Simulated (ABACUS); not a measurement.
Crystal: BN.

```
N B
1.0
     1.25112    0.72234    3.37293
    -1.25112    0.72234    3.37293
     0.00000   -1.44467    3.37293
N B
1 1
Direct
  0.66724 0.66724 0.66724
  0.00033 0.00033 0.00033
```

The cell is a database's computed one.

Base run:

* Program: ABACUS 3.10.1
* Functional: HLE16
* Potentials or basis: SG15 ONCV 1.2 PBE
* Cutoff: 1143 eV
* Density cutoff: 4572 eV
* Basis: plane waves
* k mesh: 10 × 10 × 10
* Occupations: fermi-dirac, width 0.05 eV
* Spin: no spin polarisation

Its results: band gap on the k mesh 5.30 eV, indirect (least direct gap 5.57 eV); pressure -37.2 GPa; largest force 0.020 eV/Å.

Q: The run is repeated on the same cell with these changes: functional from HLE16 to M06-L; cutoff from 1143 eV to 1320 eV; density cutoff from 4572 eV to 5279 eV; k mesh from 10 × 10 × 10 to 8 × 8 × 8. What comes out?

A: Band gap on the k mesh 4.70 eV, indirect (least direct gap 5.41 eV); pressure -1.4 GPa; largest force 0.019 eV/Å.

Several settings changed at once, so the effect can't be laid on one alone.

Caveats: the potentials were made for another functional, which shifts forces and pressure; the cell as given lies far from equilibrium (some runs); the potentials were made for a functional far from this one (some runs); so large a pressure means that the cell lies far from this level's equilibrium, or that cutoff or potentials fall short (some runs).

A k mesh can miss the band edges.
